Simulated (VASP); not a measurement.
**ZnSe in VASP: how settings move the PBE single point**

The PBE single point of ZnSe (zincblende) is repeated with altered inputs. Which of them can be trusted?

The runs shown are made with VASP 6.6.1. PAW datasets, plane waves. Computed at 0 K without zero-point motion; spin polarisation is off.

### Step 1. The system as given

The cell comes from an earlier relaxation with r2SCAN in another program.

Space group F-43m (No. 216), cubic; a = 5.665 Å in the conventional setting, 22.72 Å³ an atom. Zn has 4 Se at 2.45 Å; Se has 4 Zn at 2.45 Å.

Coordinates:

```
CELL_PARAMETERS angstrom
0.00000 2.83242 2.83242
2.83242 0.00000 2.83242
2.83242 2.83242 0.00000
ATOMIC_POSITIONS crystal
Zn 0.00000 0.00000 0.00000
Se 0.25000 0.25000 0.25000
```

### Step 2. The reference run

Contents of INCAR:

```
ENCUT = 520.000000
SIGMA = 0.020000
EDIFF = 1.00e-07
GGA = PE
PREC = Accurate
IBRION = -1
ISIF = 2
ISMEAR = -1
NBANDS = 16
NELM = 120
NSW = 0
LASPH = .TRUE.
LCHARG = .TRUE.
LELF = .TRUE.
LWAVE = .FALSE.
LREAL = .FALSE.
```

Contents of KPOINTS:

```
KPOINTS created by Atomic Simulation Environment
0
Gamma
8 8 8
0 0 0
```

Contents of POSCAR:

```
Zn Se
 1.0000000000000000
    -0.0000000000000000    2.8324206843821043    2.8324206843821043
     2.8324206843821043    0.0000000000000000    2.8324206843821043
     2.8324206843821043    2.8324206843821043    0.0000000000000000
 Zn  Se
   1   1
Cartesian
  0.0000000000000000 -0.0000000000000000  0.0000000000000000
  1.4162103421910519  1.4162103421910519  1.4162103421910519
```

A file KPOINTS_OPT adds named points for the levels; it doesn't enter the self-consistent loop.

Potentials: the recommended PBE PAW datasets, 18 valence electrons.

Command:

```
mpirun -np 1 vasp_std
```

The closing lines of the self-consistent loop in OSZICAR:

```text
DAV:  12    -0.601912539649E+01   -0.11199E-05   -0.48466E-06  1168   0.130E-02    0.267E-03
DAV:  13    -0.601912557154E+01   -0.17505E-06   -0.48805E-07  1120   0.521E-03    0.999E-04
DAV:  14    -0.601912557573E+01   -0.41925E-08   -0.35100E-08   944   0.204E-03
   1 F= -.60191256E+01 E0= -.60191256E+01  d E =-.644778E-11
```

Run time: 24 s. Hardware: 1 MPI rank of Intel Xeon Platinum 8488C, shared host; peak memory 0.18 GiB.

It gives: energy (σ→0) -6.0191 eV, pressure 2.44 GPa, gap on the mesh 1.30 eV.

### Step 3. Variant 1

Contents of INCAR:

```
ENCUT = 520.000000
SIGMA = 0.020000
EDIFF = 1.00e-07
GGA = PE
PREC = Accurate
IBRION = -1
ISIF = 2
ISMEAR = -1
NELM = 120
NSW = 0
LASPH = .TRUE.
LCHARG = .FALSE.
LWAVE = .FALSE.
LREAL = .FALSE.
NELECT = 19
ADDGRID = .TRUE.
NBANDS = 33
```

KPOINTS is that of step 2.

POSCAR is that of step 2.

Command:

```
mpirun -np 1 vasp_std
```

Standard output, without the iteration lines:

```text
POSCAR found type information on POSCAR ZnSe
 POSCAR found :  2 types and       2 ions
 LDA part: xc-table for (Slater+PW92), standard interpolation
 POSCAR, INCAR and KPOINTS ok, starting setup
 FFT: planning ... GRIDC
 FFT: planning ... GRID_SOFT
 FFT: planning ... GRID
 WAVECAR not read
 entering main loop
 the old and the new charge density differ
    0.864E+00
```

OSZICAR:

```text
N       E                     dE             d eps       ncg     rms          rms(c)
DAV:   1     0.135318226089E+03    0.13532E+03   -0.72640E+03  2003   0.641E+02
DAV:   2     0.116281781469E+02   -0.12369E+03   -0.10878E+03  1954   0.194E+02
DAV:   3    -0.129782117336E+01   -0.12926E+02   -0.12598E+02  2371   0.531E+01
DAV:   4    -0.148716766318E+01   -0.18935E+00   -0.18912E+00  2134   0.648E+00
DAV:   5    -0.148755345335E+01   -0.38579E-03   -0.38578E-03  2314   0.289E-01    0.864E+00
DAV:   6    -0.131466683039E+01    0.17289E+00   -0.39910E-01  2337   0.724E+00    0.540E+00
DAV:   7    -0.129682771677E+01    0.17839E-01   -0.56400E-02  2312   0.152E+00    0.203E+00
DAV:   8    -0.129449588628E+01    0.23318E-02   -0.11657E-02  2123   0.784E-01    0.228E-01
DAV:   9    -0.129423926674E+01    0.25662E-03   -0.42306E-04  2548   0.320E-01    0.660E-02
DAV:  10    -0.129424605449E+01   -0.67878E-05   -0.10524E-04  2110   0.521E-02    0.330E-02
DAV:  11    -0.129425182071E+01   -0.57662E-05   -0.10128E-05  2236   0.206E-02    0.642E-03
DAV:  12    -0.129425175468E+01    0.66024E-07   -0.10965E-06  2265   0.645E-03    0.344E-03
DAV:  13    -0.129425163969E+01    0.11499E-06   -0.20355E-07  2200   0.202E-03    0.118E-03
DAV:  14    -0.129425162981E+01    0.98864E-08   -0.22568E-08  1098   0.150E-03
   1 F= -.12942516E+01 E0= -.12926702E+01  d E =-.316295E-02
```

From OUTCAR:

```text
k-points           NKPTS =     29   k-points in BZ     NKDIM =     29   number of bands    NBANDS=     33

   NELECT =      19.0000    total number of electrons

   dimension x,y,z NGX =    30 NGY =   30 NGZ =   30
   dimension x,y,z NGXF=    60 NGYF=   60 NGZF=   60

  energy-cutoff  :      520.00
  volume of cell :       45.45
      direct lattice vectors                 reciprocal lattice vectors
     0.000000000  2.832420684  2.832420684    -0.176527450  0.176527450  0.176527450
     2.832420684  0.000000000  2.832420684     0.176527450 -0.176527450  0.176527450
     2.832420684  2.832420684  0.000000000     0.176527450  0.176527450 -0.176527450

 k-points in reciprocal lattice and weights: KPOINTS created by Atomic Simulation Env
   0.00000000  0.00000000  0.00000000       0.002
   0.12500000  0.00000000  0.00000000       0.016
   0.25000000  0.00000000  0.00000000       0.016
   0.37500000  0.00000000  0.00000000       0.016
   0.50000000  0.00000000  0.00000000       0.008
   0.12500000  0.12500000  0.00000000       0.012
   0.25000000  0.12500000  0.00000000       0.047
   0.37500000  0.12500000  0.00000000       0.047
[... 21 more k-points ...]

 E-fermi :   4.8832

 k-point     1 :       0.0000    0.0000    0.0000
  band No.  band energies     occupation
      1     -11.8488      2.00000
      2      -4.8625      2.00000
      3      -4.8625      2.00000
      4      -4.8625      2.00000
      5      -4.4668      2.00000
      6      -4.4668      2.00000
      7       1.4876      2.00000
      8       1.4876      2.00000
      9       1.4876      2.00000
     10       2.4882      2.00000
     11       7.0689      0.00000
     12       7.0689      0.00000
     13       7.0689      0.00000
     14      10.8014      0.00000
     15      12.7295      0.00000
     16      12.7295      0.00000
     17      13.9231      0.00000
     18      13.9231      0.00000
     19      13.9231      0.00000
     20      16.3101      0.00000
     21      27.3770      0.00000
     22      27.3770      0.00000
     23      27.3770      0.00000
     24      28.4336      0.00000
     25      28.4336      0.00000
     26      28.4336      0.00000
     27      29.6670      0.00000
     28      29.6670      0.00000
     29      29.6670      0.00000
     30      30.1772      0.00000
     31      30.1772      0.00000
     32      36.5824      0.00000
     33      40.7968      0.00000

[... the tables of k-points 2 to 29 left out ...]

  Total       10.6879858     10.6879858     10.6879858      0.0000000      0.0000000     -0.0000000
  in kB      376.7933088    376.7933088    376.7933088      0.0000000      0.0000000     -0.0000000
  external PRESSURE =     376.7933088 kB  Pullay stress =       0.0000000 kB

 POSITION                                       TOTAL-FORCE (eV/Angst)
 -----------------------------------------------------------------------------------
      0.00000      0.00000      0.00000         0.000000      0.000000     -0.000000
      1.41621      1.41621      1.41621        -0.000000     -0.000000      0.000000
 -----------------------------------------------------------------------------------
    total drift:                               -0.000001     -0.000001     -0.000001

  FREE ENERGIE OF THE ION-ELECTRON SYSTEM (eV)
  ---------------------------------------------------
  free  energy   TOTEN  =        -1.2942516298 eV

  energy  without entropy=       -1.2910886830  energy(sigma->0) =       -1.29267016
```

Run time: 51 s. Hardware: 1 MPI rank of Intel Xeon Platinum 8488C, shared host; peak memory 0.27 GiB.

Changed: NELECT = 19, ADDGRID = .TRUE., NBANDS = 33. The run ends normally. Its total energy is on another scale than the reference's; the pressure goes from 2.4 to 37.7 GPa. The pressure of a charged cell depends on the background and is no physical response. The cell is charged, with a uniform background to balance it.

### Step 4. Variant 2

Contents of INCAR:

```
ENCUT = 520.000000
SIGMA = 0.020000
EDIFF = 1.00e-07
GGA = PE
IBRION = -1
ISIF = 2
ISMEAR = -1
NBANDS = 16
NSW = 0
LASPH = .TRUE.
LCHARG = .FALSE.
LWAVE = .FALSE.
LREAL = .FALSE.
PREC = High
NELM = 75
```

KPOINTS is that of step 2.

POSCAR is that of step 2.

Command:

```
mpirun -np 1 vasp_std
```

Printed to the terminal (iteration lines stand in OSZICAR):

```text
POSCAR found type information on POSCAR ZnSe
 POSCAR found :  2 types and       2 ions
 LDA part: xc-table for (Slater+PW92), standard interpolation
 POSCAR, INCAR and KPOINTS ok, starting setup
 FFT: planning ... GRIDC
 FFT: planning ... GRID_SOFT
 FFT: planning ... GRID
 WAVECAR not read
 entering main loop
```

OSZICAR:

```text
N       E                     dE             d eps       ncg     rms          rms(c)
DAV:   1     0.855088601652E+02    0.85509E+02   -0.87729E+03   928   0.127E+03
DAV:   2    -0.921983819685E+00   -0.86431E+02   -0.81450E+02  1032   0.249E+02
DAV:   3    -0.626536670049E+01   -0.53434E+01   -0.53227E+01  1152   0.604E+01
DAV:   4    -0.630727151551E+01   -0.41905E-01   -0.41901E-01  1120   0.562E+00
DAV:   5    -0.630746822198E+01   -0.19671E-03   -0.19670E-03  1168   0.355E-01    0.476E+00
DAV:   6    -0.603837503164E+01    0.26909E+00   -0.53279E-01  1368   0.238E+01    0.363E+00
DAV:   7    -0.601928350571E+01    0.19092E-01   -0.15361E-01  1056   0.350E+00    0.155E+00
DAV:   8    -0.601907086940E+01    0.21264E-03   -0.43857E-03  1264   0.675E-01    0.451E-01
DAV:   9    -0.601930074195E+01   -0.22987E-03   -0.10936E-03  1080   0.251E-01    0.662E-02
DAV:  10    -0.601940759674E+01   -0.10685E-03   -0.19062E-04  1160   0.102E-01    0.217E-02
DAV:  11    -0.601940109401E+01    0.65027E-05   -0.35914E-05  1128   0.506E-02    0.475E-03
DAV:  12    -0.601940221435E+01   -0.11203E-05   -0.48356E-06  1160   0.129E-02    0.267E-03
DAV:  13    -0.601940238674E+01   -0.17239E-06   -0.48569E-07  1120   0.521E-03    0.996E-04
DAV:  14    -0.601940239144E+01   -0.46953E-08   -0.35356E-08   960   0.203E-03
   1 F= -.60194024E+01 E0= -.60194024E+01  d E =-.644641E-11
```

From OUTCAR:

```text
k-points           NKPTS =     29   k-points in BZ     NKDIM =     29   number of bands    NBANDS=     16

   NELECT =      18.0000    total number of electrons

   dimension x,y,z NGX =    30 NGY =   30 NGZ =   30
   dimension x,y,z NGXF=    42 NGYF=   42 NGZF=   42

  energy-cutoff  :      520.00
  volume of cell :       45.45
      direct lattice vectors                 reciprocal lattice vectors
     0.000000000  2.832420684  2.832420684    -0.176527450  0.176527450  0.176527450
     2.832420684  0.000000000  2.832420684     0.176527450 -0.176527450  0.176527450
     2.832420684  2.832420684  0.000000000     0.176527450  0.176527450 -0.176527450

 k-points in reciprocal lattice and weights: KPOINTS created by Atomic Simulation Env
   0.00000000  0.00000000  0.00000000       0.002
   0.12500000  0.00000000  0.00000000       0.016
   0.25000000  0.00000000  0.00000000       0.016
   0.37500000  0.00000000  0.00000000       0.016
   0.50000000  0.00000000  0.00000000       0.008
   0.12500000  0.12500000  0.00000000       0.012
   0.25000000  0.12500000  0.00000000       0.047
   0.37500000  0.12500000  0.00000000       0.047
[... 21 more k-points ...]

 E-fermi :   2.0354

 k-point     1 :       0.0000    0.0000    0.0000
  band No.  band energies     occupation
      1     -11.6427      2.00000
      2      -4.9254      2.00000
      3      -4.9254      2.00000
      4      -4.9254      2.00000
      5      -4.5543      2.00000
      6      -4.5543      2.00000
      7       1.6258      2.00000
      8       1.6258      2.00000
      9       1.6258      2.00000
     10       2.9220      0.00000
     11       7.4258      0.00000
     12       7.4258      0.00000
     13       7.4260      0.00000
     14      11.5589      0.00000
     15      13.0891      0.00000
     16      13.0891      0.00000

 k-point     2 :       0.1250    0.0000    0.0000
  band No.  band energies     occupation
      1     -11.5418      2.00000
      2      -4.9186      2.00000
      3      -4.9096      2.00000
      4      -4.9095      2.00000
      5      -4.5557      2.00000
      6      -4.5557      2.00000
      7       0.3070      2.00000
      8       1.4734      2.00000
      9       1.4734      2.00000
     10       3.9074      0.00000
     11       7.3714      0.00000
     12       7.6802      0.00000
     13       7.6803      0.00000
     14      12.3058      0.00000
     15      12.3058      0.00000
     16      12.4242      0.00000

 k-point     3 :       0.2500    0.0000    0.0000
  band No.  band energies     occupation
      1     -11.2796      2.00000
      2      -4.8746      2.00000
      3      -4.8746      2.00000
      4      -4.8634      2.00000
      5      -4.5542      2.00000
      6      -4.5542      2.00000
      7      -1.4248      2.00000
      8       1.1477      2.00000
      9       1.1477      2.00000
     10       4.3774      0.00000
     11       8.0591      0.00000
     12       8.0592      0.00000
     13       8.1987      0.00000
     14      12.0694      0.00000
     15      12.0694      0.00000
     16      12.3491      0.00000

[... the tables of k-points 4 to 29 left out ...]

  Total        0.6900811      0.6900811      0.6900811     -0.0000000      0.0000000      0.0000000
  in kB       24.3280599     24.3280599     24.3280599     -0.0000000      0.0000000      0.0000000
  external PRESSURE =      24.3280599 kB  Pullay stress =       0.0000000 kB

 POSITION                                       TOTAL-FORCE (eV/Angst)
 -----------------------------------------------------------------------------------
      0.00000      0.00000      0.00000         0.000000     -0.000000     -0.000000
      1.41621      1.41621      1.41621        -0.000000      0.000000      0.000000
 -----------------------------------------------------------------------------------
    total drift:                               -0.000018     -0.000018     -0.000015

  FREE ENERGIE OF THE ION-ELECTRON SYSTEM (eV)
  ---------------------------------------------------
  free  energy   TOTEN  =        -6.0194023914 eV

  energy  without entropy=       -6.0194023914  energy(sigma->0) =       -6.01940239
```

It took 20 s on 1 MPI rank of Intel Xeon Platinum 8488C, shared host; peak memory 0.14 GiB.

Changed: PREC = High, NELM = 75. The run ends normally. Against the reference the energy moves by -0.1 meV/atom.

### Step 5. Variant 3

Contents of INCAR:

```
ENCUT = 520.000000
EDIFF = 1.00e-07
GGA = PE
PREC = Accurate
IBRION = -1
ISIF = 2
NSW = 0
LASPH = .TRUE.
LCHARG = .FALSE.
LWAVE = .FALSE.
LREAL = .FALSE.
ISMEAR = -5
SIGMA = 0.01
NBANDS = 11
NELM = 51
```

KPOINTS is that of step 2.

POSCAR is that of step 2.

Command:

```
mpirun -np 1 vasp_std
```

Standard output, without the iteration lines:

```text
POSCAR found type information on POSCAR ZnSe
 POSCAR found :  2 types and       2 ions
 LDA part: xc-table for (Slater+PW92), standard interpolation
 POSCAR, INCAR and KPOINTS ok, starting setup
 FFT: planning ... GRIDC
 FFT: planning ... GRID_SOFT
 FFT: planning ... GRID
 WAVECAR not read
 entering main loop
```

OSZICAR:

```text
N       E                     dE             d eps       ncg     rms          rms(c)
DAV:   1     0.852947782420E+02    0.85295E+02   -0.91203E+03   638   0.186E+03
DAV:   2    -0.662343533536E-01   -0.85361E+02   -0.83273E+02   659   0.299E+02
DAV:   3    -0.620341655717E+01   -0.61372E+01   -0.61164E+01   716   0.773E+01
DAV:   4    -0.630646145877E+01   -0.10304E+00   -0.10290E+00   713   0.102E+01
DAV:   5    -0.630730182627E+01   -0.84037E-03   -0.84028E-03   722   0.827E-01    0.476E+00
DAV:   6    -0.603285182687E+01    0.27445E+00   -0.83504E-01   950   0.347E+01    0.367E+00
DAV:   7    -0.601860621217E+01    0.14246E-01   -0.27532E-01   659   0.545E+00    0.151E+00
DAV:   8    -0.601880547682E+01   -0.19926E-03   -0.44121E-03   701   0.746E-01    0.508E-01
DAV:   9    -0.601902883026E+01   -0.22335E-03   -0.11578E-03   697   0.558E-01    0.695E-02
DAV:  10    -0.601909311041E+01   -0.64280E-04   -0.14912E-04   709   0.237E-01    0.244E-02
DAV:  11    -0.601912462052E+01   -0.31510E-04   -0.52451E-05   674   0.827E-02    0.619E-03
DAV:  12    -0.601912525890E+01   -0.63837E-06   -0.37783E-06   784   0.179E-02    0.222E-03
DAV:  13    -0.601912550789E+01   -0.24899E-06   -0.11444E-06   668   0.124E-02    0.130E-03
DAV:  14    -0.601912553752E+01   -0.29634E-07   -0.32969E-08   466   0.161E-03
   1 F= -.60191255E+01 E0= -.60191255E+01  d E =0.000000E+00
```

OUTCAR, selected sections:

```text
k-points           NKPTS =     29   k-points in BZ     NKDIM =     29   number of bands    NBANDS=     11

   NELECT =      18.0000    total number of electrons

   dimension x,y,z NGX =    30 NGY =   30 NGZ =   30
   dimension x,y,z NGXF=    60 NGYF=   60 NGZF=   60

  energy-cutoff  :      520.00
  volume of cell :       45.45
      direct lattice vectors                 reciprocal lattice vectors
     0.000000000  2.832420684  2.832420684    -0.176527450  0.176527450  0.176527450
     2.832420684  0.000000000  2.832420684     0.176527450 -0.176527450  0.176527450
     2.832420684  2.832420684  0.000000000     0.176527450  0.176527450 -0.176527450

 k-points in reciprocal lattice and weights: KPOINTS created by Atomic Simulation Env
   0.00000000  0.00000000  0.00000000       0.002
   0.12500000  0.00000000  0.00000000       0.016
   0.25000000  0.00000000  0.00000000       0.016
   0.37500000  0.00000000  0.00000000       0.016
   0.50000000  0.00000000  0.00000000       0.008
   0.12500000  0.12500000  0.00000000       0.012
   0.25000000  0.12500000  0.00000000       0.047
   0.37500000  0.12500000  0.00000000       0.047
[... 21 more k-points ...]

 E-fermi :   1.6903

 k-point     1 :       0.0000    0.0000    0.0000
  band No.  band energies     occupation
      1     -11.6428      2.00000
      2      -4.9255      2.00000
      3      -4.9255      2.00000
      4      -4.9255      2.00000
      5      -4.5544      2.00000
      6      -4.5544      2.00000
      7       1.6257      2.00000
      8       1.6257      2.00000
      9       1.6257      2.00000
     10       2.9220      0.00000
     11       7.4258      0.00000

 k-point     2 :       0.1250    0.0000    0.0000
  band No.  band energies     occupation
      1     -11.5418      2.00000
      2      -4.9186      2.00000
      3      -4.9096      2.00000
      4      -4.9096      2.00000
      5      -4.5558      2.00000
      6      -4.5558      2.00000
      7       0.3069      2.00000
      8       1.4733      2.00000
      9       1.4733      2.00000
     10       3.9074      0.00000
     11       7.3713      0.00000

 k-point     3 :       0.2500    0.0000    0.0000
  band No.  band energies     occupation
      1     -11.2797      2.00000
      2      -4.8746      2.00000
      3      -4.8746      2.00000
      4      -4.8634      2.00000
      5      -4.5543      2.00000
      6      -4.5543      2.00000
      7      -1.4249      2.00000
      8       1.1476      2.00000
      9       1.1476      2.00000
     10       4.3773      0.00000
     11       8.0590      0.00000

 k-point     4 :       0.3750    0.0000    0.0000
  band No.  band energies     occupation
      1     -10.9851      2.00000
      2      -4.8466      2.00000
      3      -4.8466      2.00000
      4      -4.6685      2.00000
      5      -4.5436      2.00000
      6      -4.5436      2.00000
      7      -2.8697      2.00000
      8       0.8641      2.00000
      9       0.8641      2.00000
     10       4.2555      0.00000
     11       8.0740      0.00000

[... the tables of k-points 5 to 29 left out ...]

  Total        0.6931083      0.6931083      0.6931083      0.0000000      0.0000000      0.0000000
  in kB       24.4347794     24.4347794     24.4347794      0.0000000      0.0000000      0.0000000
  external PRESSURE =      24.4347794 kB  Pullay stress =       0.0000000 kB

 POSITION                                       TOTAL-FORCE (eV/Angst)
 -----------------------------------------------------------------------------------
      0.00000      0.00000      0.00000        -0.000000     -0.000000     -0.000000
      1.41621      1.41621      1.41621         0.000000      0.000000      0.000000
 -----------------------------------------------------------------------------------
    total drift:                               -0.000001     -0.000001     -0.000001

  FREE ENERGIE OF THE ION-ELECTRON SYSTEM (eV)
  ---------------------------------------------------
  free  energy   TOTEN  =        -6.0191255375 eV

  energy  without entropy=       -6.0191255375  energy(sigma->0) =       -6.01912554
```

Run time: 15 s. Hardware: 1 MPI rank of Intel Xeon Platinum 8488C, shared host; peak memory 0.17 GiB.

Changed: ISMEAR = -5, SIGMA = 0.01, NBANDS = 11, NELM = 51. VASP runs to the end. Against the reference the energy moves by less than 0.1 meV/atom.

### Step 6. All runs together

| run | changed | ending | energy change (meV/atom) | pressure (GPa) | gap on the mesh (eV; negative: overlap) | electronic steps | time | usable |
| --- | --- | --- | --- | --- | --- | --- | --- | --- |
| ref. | – | converged | 0 | 2.4 | 1.30 | 14 | 24 s | yes |
| 1 | NELECT = 19, ADDGRID = .TRUE., NBANDS = 33 | converged | – | 37.7 | – | 14 | 51 s | no |
| 2 | PREC = High, NELM = 75 | converged | -0.1 | 2.4 | 1.30 | 14 | 20 s | yes |
| 3 | ISMEAR = -5, SIGMA = 0.01, NBANDS = 11, NELM = 51 | converged | 0.0 | 2.4 | 1.30 | 14 | 15 s | yes |

What this shows: Of 3 altered inputs, 1 ended normally on a faulty or unsound input, 2 gave usable results. Among the usable ones with comparable energies, «PREC = High, NELM = 75» moves the energy most, by -0.1 meV/atom.
